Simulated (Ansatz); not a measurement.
Two Ansatz runs on Bi

Structure from Materials Project entry mp-568610 (possibly hypothetical), not relaxed further.

First run: DFT, PBE, PAW with Ansatz's default frozen-core files, fully relativistic files with spin-orbit coupling (Ansatz 0.2.0).

Command: `ansatz run input.yaml --threads 1 --pin off --max-ram 2048MiB --backend cpu --events-out ev --progress --plain --runs-dir out` The run took about 19 s on 1 thread of a shared machine.

```yaml
crystal:
  lattice:
    - [-1.9814305318, 1.9814305318, 1.9814305318]
    - [1.9814305318, -1.9814305318, 1.9814305318]
    - [1.9814305318, 1.9814305318, -1.9814305318]
  atoms:
    - { symbol: Bi, position: [0.0, 0.0, 0.0] }
kpoints:
  mp_grid: { grid: [13, 13, 13] }
  band_path:
    path:
      - [0.0, 0.0, 0.0]
      - [0.5, -0.5, 0.5]
      - [0.0, 0.0, 0.5]
      - [0.0, 0.0, 0.0]
      - [0.25, 0.25, 0.25]
      - [0.5, -0.5, 0.5]
      - [0.25, 0.25, 0.25]
      - [0.0, 0.0, 0.5]
    npoints: 5
scf:
  occupations: { method: fermi_dirac, width: 0.05 }
hamiltonian:
  xc: pbe
  pseudopotentials: { kind: paw_fr }
output:
  forces: true
  stress: true
  eigenvalues: true
  efg: { contact_densities: true }
magnetization:
  noncollinear: true
  spin_orbit: true
```

Result: converged; pressure 2.17 GPa; 7 SCF iterations.

The input is then changed:

```diff
@@ -20,5 +20,6 @@
     npoints: 5
 scf:
-  occupations: { method: fermi_dirac, width: 0.05 }
+  occupations: { method: fermi_dirac, width: 0.15 }
+  algorithm: density_mixing
 hamiltonian:
   xc: pbe
@@ -29,4 +30,8 @@
   eigenvalues: true
   efg: { contact_densities: true }
+  write_density: true
+  write_potential: true
+  elf: true
+  volumetric_format: npy
 magnetization:
   noncollinear: true
```

Question: What does the second run give?

Answer: It converged; energy at zero smearing -3.0 meV/atom from the first run; pressure 2.33 GPa; 7 SCF iterations.

The results part of its log:

```
SCF 1 converged in 7 iterations: F = -12438.315783 eV  dr2 = 4.30e-9
  greatest PAW one-centre occupation: 0.986 electrons in one spin orbital (limit 2), on the Bi atom at site 0 (counted from 0), in its partial waves of l = 2
NSCF: frozen V_eff on 36 k-points
SCF converged after 7 iterations
Magnetization: |M| = 0.0000 μB,  M = (+0.0000, +0.0000, +0.0000) μB
Absolute magnetization: 0.0000 μB (∫|m|)
  site 0: m = (+0.0000, +0.0000, +0.0000) μB, |m| = 0.0000 μB  (R = 1.42 Å)
Free energy (F): -12438.315783 eV
Harris-Foulkes:  -12438.315783 eV  (|F-HF|=5.60e-10)
Internal energy: -12438.262321 eV  (E = F + TS)
E sigma→0 (E₀):  -12438.289052 eV
Entropy (-TS):   -0.053462 eV (-53.462 meV/atom)
Fermi energy:    11.604109 eV
--- Per-component energies (eV) ---
  E_band       = -79.883198
  E_kinetic    = 304.005236
  E_local      = -1402.841248  (includes V_loc(G=0)·N_el)
  E_nonlocal   = 560.894326
  E_hartree    = 445.193767
  E_xc         = -151.990883
  E_vxc        = -144.912345  (∫ρ·V_xc dr)
  E_paw        = -10705.857299  (= ΣΔE_a)
  E_vpaw       = -287.413853  (= ΣTr[D̂ρ^β])
  E_aug_tail   = -0.000377  (compensation charges beyond the density's cutoff)
  E_ewald      = -1487.665842
  E_smearing   = -0.053462  (= −TS)
  E_closure    = -0.000000  (closes the sum)
  Σ components = -12438.315783   (vs F -12438.315783, Δ=0.00e0)
--- Forces (eV/Å), atoms counted from 1 ---
  atom   1  Bi    -0.00000000     0.00000000     0.00000000
  max |Σ_I F_I| component: 1.37e-29 eV/Å
--- Stress (GPa, compression-positive) ---
        2.325308      -0.000000       0.000000
       -0.000000       2.325308       0.000000
        0.000000       0.000000       2.325308
  P = ⅓ Tr σ = 2.3253 GPa (23.253 kbar)
--- PAW observables at the nuclei: V_zz in 10²¹ V/m², potentials from the cell's mean, atoms counted from 1 ---
  atom   1  Bi V_zz =    -0.000000   η = 0.0000   by run symmetry: forbidden
            electrostatic potential = -17946.933589 V   contact ρ = 18138111.390537 e/Å³
--- Band table (eV; the first three rows and the last of 84) ---
  k-point 0: bands = ["-12.7656", "-12.7656", "-12.7656", "-12.7656", "-9.8485", "-9.8485", "-9.7572", "-9.7572", "-9.7572", "-9.7572", "-1.6662", "-1.6662", "14.1536", "14.1536", "17.9986", "17.9986", "17.9986", "17.9986", "21.0030", "21.0030", "22.2337", "22.2337", "22.2372", "22.2372"]
  k-point 1: bands = ["-12.7650", "-12.7650", "-12.7625", "-12.7625", "-9.8435", "-9.8435", "-9.7595", "-9.7595", "-9.7531", "-9.7531", "-1.5583", "-1.5583", "13.8018", "13.8018", "16.9989", "16.9989", "17.7476", "17.7476", "21.1266", "21.1266", "21.6805", "21.6805", "21.9817", "21.9817"]
  k-point 2: bands = ["-12.7634", "-12.7634", "-12.7537", "-12.7537", "-9.8304", "-9.8304", "-9.7652", "-9.7652", "-9.7413", "-9.7413", "-1.2373", "-1.2373", "12.7015", "12.7015", "15.5548", "15.5548", "17.1877", "17.1877", "19.9719", "19.9719", "20.9336", "20.9336", "21.9433", "21.9433"]
  k-point 83: bands = ["-12.7164", "-12.7164", "-12.7159", "-12.7159", "-9.7665", "-9.7665", "-9.7653", "-9.7653", "-9.6292", "-9.6292", "3.4539", "3.4539", "8.4793", "8.4793", "10.4984", "10.4984", "10.6257", "10.6257", "15.3554", "15.3554", "15.6631", "15.6631", "26.9558", "26.9558"]
```
